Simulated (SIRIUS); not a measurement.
Mo: equation of state with WC

Mo:

```xyz
1
Lattice="-1.5838 1.5838 1.5838 1.5838 -1.5838 1.5838 1.5838 1.5838 -1.5838" Properties=species:S:1:pos:R:3 pbc="T T T"
Mo    0.0000    0.0000    0.0000
```

```yaml
Program: SIRIUS 7.12.0
Task: equation of state
Functional: WC
Potentials_or_basis: all-electron FP-LAPW
Cutoff: 169 eV
Basis: apw+lo standard
k_mesh: 12 × 12 × 12
Occupations: fermi-dirac, width 0.05 eV
Spin: no spin polarisation
```

| Property | Result |
| --- | --- |
| Equilibrium volume | 15.40 Å³/atom |
| Bulk modulus | 280 GPa |
| Pressure derivative of the bulk modulus | 4.2 (rough: it moves with the points fitted) |

Energy against volume, from the lowest point:
```csv
volume (Å³/atom),energy (meV/atom)
14.938,11.66
15.256,0.00
15.574,0.68
15.892,12.03
16.209,32.98
16.527,62.66
16.845,100.38
```

All runs of the series together: 2.6 min on 1 thread of Arm Neoverse V1, on a shared host.
